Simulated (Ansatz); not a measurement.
# CO$_{2}$: levels along high-symmetry lines

```xyz
6
Lattice="-1.7759 1.7759 2.9592 1.7759 -1.7759 2.9592 1.7759 1.7759 -2.9592" Properties=species:S:1:pos:R:3 pbc="T T T"
C     0.0000    0.0000    0.0000
C     0.0000    1.7759    1.4796
O     0.7601    0.8880    0.7398
O    -0.8880    1.0158    2.2194
O     1.0158    0.8880    3.6990
O     2.6639    0.7601   -0.7398
```

Atoms are numbered in the order listed.

The geometry is COD entry 1517802, unchecked; take it as a test cell.

These are results of DFT, PBE, all-electron LAPW, scalar-relativistic (Ansatz 0.2.0), not measurements.

The runs use a Γ-centred 8×8×10 k mesh, Fermi–Dirac smearing of 0.03 eV, basis error target 1 meV/atom, no spin polarisation; this mesh doesn't keep the crystal's whole symmetry, which leaves small spurious terms.

Points in fractions of the reciprocal vectors of this cell: Γ (0, 0, 0), X (0, 0, 0.5), P (0.25, 0.25, 0.25), N (0, 0.5, 0), M (0.5, 0.5, -0.5), S (0.34, 0.66, -0.34), S0 (-0.34, 0.34, 0.34). The path joins them by straight lines in the order Γ–X–P–N–Γ–M–S–S0–Γ; legs that retrace an earlier one aren't tabulated. Energies are in eV from the top of the valence band.

(1) Is there a gap, and where are the band edges?

(2) List the levels between -5 and 5 eV at the symmetry points.

Results:

(1) 7.07 eV, indirect from S (0.34, 0.66, -0.34) to Γ.

(2) 
Γ: -3.70, -2.41 (×2), -0.47 (×2), -0.11
X: -2.95 (×2), -1.01 (×2), -0.36 (×2)
P: -2.74 (×2), -0.94 (×2), -0.69 (×2)
N: -4.89, -4.88, -4.28, -3.90, -1.86, -1.62, -0.49, -0.31
M: -4.81 (×2), -3.11 (×2), -3.06 (×2), -0.44 (×2)
S: -4.14, -2.90, -2.83, -1.20, -0.86, 0.00
S0: -4.14, -2.90, -2.83, -1.20, -0.86, 0.00
